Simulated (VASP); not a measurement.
# BAs (F-43m) in VASP: notebook, part 3 of 3

VASP 6.6.1.

## Step 5: Relaxation of cell and atoms, PBE+D3(BJ)

This run uses another cell than the first one, of 13.58 Å³/atom, 0.997 times its volume.

Input file INCAR:

```
SYSTEM = BAs
PREC = Accurate ; ENCUT = 600
EDIFF = 1E-7 ; ISMEAR = 0
SIGMA = 0.03 ; LREAL = .FALSE.
LASPH = .TRUE. ; NELM = 80
ALGO = Normal ; ISIF = 3
LWAVE = .FALSE. ; LCHARG = .FALSE.
GGA = PE ; IVDW = 12
IBRION = 2 ; NSW = 90
EDIFFG = -0.005
```

Input file KPOINTS:

```
Automatic mesh
0
G
  10 10 10
  0 0 0
```

Input file POSCAR:

```
BAs                                     
1.0
   -0.0000000000      2.3858571871      2.3858571871
    2.3858571871      0.0000000000      2.3858571871
    2.3858571871      2.3858571871     -0.0000000000
  B               As            
     1     1
Direct
     0.0000000000000000    0.0000000000000000    0.0000000000000000
     0.2500000000000000    0.2500000000000000    0.2500000000000000
```

Potentials or basis: VASP PAW PBE potentials, release 64 (B, As).

Launch:

```sh
$ cat potpaw_PBE.64/B/POTCAR potpaw_PBE.64/As/POTCAR > POTCAR
$ mpirun -np 1 vasp_std > vasp.out
```

OUTCAR:

```text
SYSTEM = BAs
   PREC = Accurate
   ENCUT = 600
   EDIFF = 1E-7
   ISMEAR = 0
   LREAL = .FALSE.
   LASPH = .TRUE.
   NELM = 80
   ISIF = 3
   GGA = PE
   IVDW = 12
   IBRION = 2
   NSW = 90
   EDIFFG = -0.005
 IVDW          = 12

 ion  position               nearest neighbor table
   1  0.000  0.000  0.000-   2 2.07   2 2.07   2 2.07   2 2.07
   2  0.250  0.250  0.250-   1 2.07   1 2.07   1 2.07   1 2.07

  LATTYP: Found a face centered cubic cell.
 ALAT       =     4.7717143742

  Lattice vectors:

 A1 = (   0.0000000000,   2.3858571871,   2.3858571871)
 A2 = (   2.3858571871,   0.0000000000,   2.3858571871)
 A3 = (   2.3858571871,   2.3858571871,   0.0000000000)

Analysis of symmetry for initial positions (statically):
=====================================================================
 Subroutine PRICEL returns:
 Original cell was already a primitive cell.

 Routine SETGRP: Setting up the symmetry group for a
 face centered cubic supercell.

 Subroutine GETGRP returns: Found 24 space group operations
 (whereof 24 operations were pure point group operations)
 out of a pool of 48 trial point group operations.

The static configuration has the point symmetry T_d .

Analysis of symmetry for dynamics (positions and initial velocities):
=====================================================================
 Subroutine PRICEL returns:
 Original cell was already a primitive cell.

 Routine SETGRP: Setting up the symmetry group for a
 face centered cubic supercell.

 Subroutine GETGRP returns: Found 24 space group operations
 (whereof 24 operations were pure point group operations)
 out of a pool of 48 trial point group operations.

The dynamic configuration has the point symmetry T_d .

 Subroutine INISYM returns: Found 24 space group operations
 (whereof 24 operations are pure point group operations),
 and found     1 'primitive' translations

----------------------------------------------------------------------------------------

                                     Primitive cell

  volume of cell :      27.1621

  direct lattice vectors                    reciprocal lattice vectors
     0.000000000  2.385857187  2.385857187    -0.209568285  0.209568285  0.209568285
     2.385857187  0.000000000  2.385857187     0.209568285 -0.209568285  0.209568285
     2.385857187  2.385857187  0.000000000     0.209568285  0.209568285 -0.209568285

  length of vectors
     3.374111592  3.374111592  3.374111592     0.362982918  0.362982918  0.362982918

  position of ions in fractional coordinates (direct lattice)
     0.000000000  0.000000000  0.000000000
     0.250000000  0.250000000  0.250000000

  ion indices of the primitive-cell ions
   primitive index   ion index
                 1           1
                 2           2

----------------------------------------------------------------------------------------

 KPOINTS: Automatic mesh

Automatic generation of k-mesh.
 Grid dimensions read from file:
 generate k-points for:   10   10   10

 Generating k-lattice:

  Cartesian coordinates                     Fractional coordinates (reciprocal lattice)
    -0.020956829  0.020956829  0.020956829     0.100000000  0.000000000  0.000000000
     0.020956829 -0.020956829  0.020956829     0.000000000  0.100000000  0.000000000
     0.020956829  0.020956829 -0.020956829     0.000000000  0.000000000  0.100000000

  Length of vectors
     0.036298292  0.036298292  0.036298292

  Shift w.r.t. Gamma in fractional coordinates (k-lattice)
     0.000000000  0.000000000  0.000000000

 Subroutine IBZKPT returns following result:
 ===========================================

 Found     47 irreducible k-points:

 Following reciprocal coordinates:
            Coordinates               Weight
  0.000000  0.000000  0.000000      1.000000
  0.100000  0.000000  0.000000      8.000000
  0.200000  0.000000  0.000000      8.000000
  0.300000  0.000000  0.000000      8.000000
  0.400000  0.000000  0.000000      8.000000
  0.500000  0.000000  0.000000      4.000000
[... 16 lines left out ...]
  0.300000  0.300000  0.000000      6.000000
  0.400000  0.300000  0.000000     24.000000
 [... further k-points ...]
   k-points           NKPTS =     47   k-points in BZ     NKDIM =     47   number of bands    NBANDS=      8
   number of dos      NEDOS =    301   number of ions     NIONS =      2
   total plane-waves  NPLWV =  21952
   dimension x,y,z NGX =    28 NGY =   28 NGZ =   28
   dimension x,y,z NGXF=    56 NGYF=   56 NGZF=   56
   ions per type =               1   1
   NGX,Y,Z   is equivalent  to a cutoff of  13.80, 13.80, 13.80 a.u.
   NGXF,Y,Z  is equivalent  to a cutoff of  27.59, 27.59, 27.59 a.u.
 SYSTEM =  BAs
   PREC   = accura    normal or accurate (medium, high low for compatibility)
   ISTART =      0    job   : 0-new  1-cont  2-samecut
   ICHARG =      2    charge: 1-file 2-atom 10-const
   ISPIN  =      1    spin polarized calculation?
   LNONCOLLINEAR =      F non collinear calculations
   LSORBIT =      F    spin-orbit coupling
   LASPH  =      T    aspherical Exc in radial PAW
   ENCUT  =  600.0 eV  44.10 Ry    6.64 a.u.   6.74  6.74  6.74*2*pi/ulx,y,z
   NELM   =     80;   NELMIN=  2; NELMDL= -5     # of ELM steps
   EDIFF  = 0.1E-06   stopping-criterion for ELM
   LREAL  =      F    real-space projection
   EDIFFG = -.5E-02   stopping-criterion for IOM
   NSW    =     90    number of steps for IOM
   IBRION =      2    ionic relax: 0-MD 1-quasi-New 2-CG
   NFREE  =      1    steps in history (QN), initial steepest desc. (CG)
   ISIF   =      3    stress and relaxation
   ISYM   =      2    0-nonsym 1-usesym 2-fastsym
   POTIM  = 0.5000    time-step for ionic-motion
   TEBEG  =    0.0;   TEEND  =   0.0 temperature during run
   PSTRESS=    0.0 pullay stress
   NELECT =       8.0000    total number of electrons
   NUPDOWN=      -1.0000    fix difference up-down
   EMIN   =  10.00;   EMAX   =-10.00  energy-range for DOS
   EFERMI =   0.00;   METHOD = LEGACY
   ISMEAR =     0;   SIGMA  =   0.03  broadening in eV -4-tet -1-fermi 0-gaus
   EFERMI_NEDOS =   21; number of points for ismear=-14 and -15
   IALGO  =     38    algorithm
   IMIX   =      4    mixing-type and parameters
     AMIX     =   0.40;   BMIX     =  1.00
     AMIX_MAG =   1.60;   BMIX_MAG =  1.00
  volume/ion in A,a.u.               =      13.58        91.65
  Fermi-wavevector in a.u.,A,eV,Ry     =   1.089224  2.058334 16.142062  1.186408
  Thomas-Fermi vector in A             =   2.225422
   LORBIT       =      0    0 simple, 1 ext, 2 COOP (PROOUT), +10 PAW based schemes
   GGA     = PE    functional components
   LHFCALC =     F    Hartree Fock is set to
   AEXX    =    0.0000 exact exchange contribution
   IVDW    =    12    specifies the selected vdW correction
   LEPSILON=     F    determine dielectric tensor
   LRPA    =     F    only Hartree local field effects (RPA)
 conjugate gradient relaxation of ions
 non-spin polarized calculation
 Gauss-broadening in eV      SIGMA  =   0.03
  energy-cutoff  :      600.00
  volume of cell :       27.16
 maximum number of plane-waves:       934
   NGX = 13   NGY = 13   NGZ = 13

 number of electron       8.0000000 magnetization

 Free energy of the ion-electron system (eV)
  ---------------------------------------------------
  ext. energy  EPLUGINS =         0.00000000
  ---------------------------------------------------
  free energy    TOTEN  =       -11.40521877 eV

  energy without entropy =      -11.40521877  energy(sigma->0) =      -11.40521877

 E-fermi :   6.3119     XC(G=0): -10.5986

 val. band max:        6.1624845922   @ k =   0.0000   0.0000   0.0000
 cond. band min:       7.3348578289   @ k =   0.4000   0.4000   0.0000
 fundamental gap:      1.1723732366
 Fermi energy:         6.3118923034

 k-point     1 :       0.0000    0.0000    0.0000
  band No.  band energies     occupation
      1      -9.2687      2.00000
      2       6.1625      2.00000
      3       6.1625      2.00000
      4       6.1625      2.00000
      5       9.4432      0.00000
      6       9.4432      0.00000
      7       9.4432      0.00000
      8      10.8919      0.00000
[... 243 lines left out ...]
 k-point    24 :       0.4000    0.3000    0.0000
  band No.  band energies     occupation
      1      -6.6156      2.00000
      2      -0.3038      2.00000
      3       2.1724      2.00000
      4       2.6643      2.00000
      5       7.8572      0.00000
      6       9.5596      0.00000
      7      15.0218      0.00000
      8      15.2526      0.00000

 [... further k-points ...]

------------------------ aborting loop because EDIFF is reached ----------------------------------------

 Edisp (eV)   -0.66200

 E8    (eV) :    -0.2632

  FORCE on cell =-STRESS in cart. coord.  units (eV):
  Direction    XX          YY          ZZ          XY          YZ          ZX
  --------------------------------------------------------------------------------------
  -------------------------------------------------------------------------------------
  Total       0.00178     0.00178     0.00178     0.00000    -0.00000     0.00000
  in kB       0.10502     0.10502     0.10502     0.00000    -0.00000     0.00000
  external pressure =        0.11 kB  Pullay stress =        0.00 kB

 VOLUME and BASIS-vectors are now :
 -----------------------------------------------------------------------------
  energy-cutoff  :      600.00
  volume of cell :       27.16
      direct lattice vectors                 reciprocal lattice vectors
     0.000000000  2.385857187  2.385857187    -0.209568285  0.209568285  0.209568285
     2.385857187  0.000000000  2.385857187     0.209568285 -0.209568285  0.209568285
     2.385857187  2.385857187  0.000000000     0.209568285  0.209568285 -0.209568285

 POSITION                                       TOTAL-FORCE (eV/Angst)
 -----------------------------------------------------------------------------------
      0.00000      0.00000      0.00000        -0.000000     -0.000000      0.000000
      1.19293      1.19293      1.19293         0.000000      0.000000     -0.000000
 -----------------------------------------------------------------------------------
    total drift:                               -0.000000     -0.000000     -0.000000

  FREE ENERGIE OF THE ION-ELECTRON SYSTEM (eV)
  ---------------------------------------------------
  free  energy   TOTEN  =       -12.0672152659 eV

  energy  without entropy=      -12.0672152659  energy(sigma->0) =      -12.06721527

 reached required accuracy - stopping structural energy minimisation
```

OSZICAR:

```text
N       E                     dE             d eps       ncg     rms          rms(c)
DAV:   1     0.148526649805E+02    0.14853E+02   -0.43522E+03   752   0.100E+03
DAV:   2    -0.116997248718E+02   -0.26552E+02   -0.26067E+02  1160   0.113E+02
DAV:   3    -0.120507319406E+02   -0.35101E+00   -0.35101E+00   856   0.174E+01
DAV:   4    -0.120511987031E+02   -0.46676E-03   -0.46676E-03  1112   0.707E-01
DAV:   5    -0.120511988564E+02   -0.15332E-06   -0.15332E-06   848   0.921E-03    0.496E+00
DAV:   6    -0.114724740076E+02    0.57872E+00   -0.18547E+00   792   0.708E+00    0.246E+00
DAV:   7    -0.114117646015E+02    0.60709E-01   -0.21072E-01  1048   0.278E+00    0.958E-01
DAV:   8    -0.114046976016E+02    0.70670E-02   -0.21686E-02   808   0.104E+00    0.118E-01
DAV:   9    -0.114050315489E+02   -0.33395E-03   -0.59662E-04   968   0.201E-01    0.668E-02
DAV:  10    -0.114052137941E+02   -0.18225E-03   -0.28996E-04   872   0.127E-01    0.163E-02
DAV:  11    -0.114052191514E+02   -0.53572E-05   -0.10606E-05  1136   0.260E-02    0.139E-02
DAV:  12    -0.114052187631E+02    0.38822E-06   -0.24367E-06   816   0.111E-02    0.237E-03
DAV:  13    -0.114052187681E+02   -0.49595E-08   -0.78227E-08   640   0.226E-03
   1 F= -.12067215E+02 E0= -.12067215E+02  d E =-.120672E+02
```

It took 7.9 s on 1 thread of Intel Xeon 6975P-C (Granite Rapids), shared host; peak memory 0.17 GiB.

Results:

```
Free energy                : -12.0672 eV
Pressure after relaxing    : 0.0 GPa
Band gap on the k mesh     : 1.17 eV, indirect (least direct gap 3.28 eV)
Dispersion energy per atom : -0.331 eV
```

Final structure:
```
CELL_PARAMETERS angstrom
0.00000 2.38586 2.38586
2.38586 0.00000 2.38586
2.38586 2.38586 0.00000
ATOMIC_POSITIONS crystal
B 0.00000 0.00000 0.00000
As 0.25000 0.25000 0.25000
```

Levels at points of the mesh, in eV from the valence-band top:
```csv
k point,band 1,band 2,band 3,band 4,band 5,band 6,band 7,band 8
"(0.00, 0.00, 0.00)",-15.43,0.00,0.00,0.00,3.28,3.28,3.28,4.73
"(0.50, 0.00, 0.00)",-12.55,-8.81,-1.83,-1.83,2.71,4.78,4.78,8.87
"(0.50, 0.50, 0.00)",-11.22,-8.55,-4.09,-4.09,1.42,1.44,11.40,11.40
```

Caveat: the relaxation stopped at its first step, so nothing moved. A k mesh can miss the band edges.
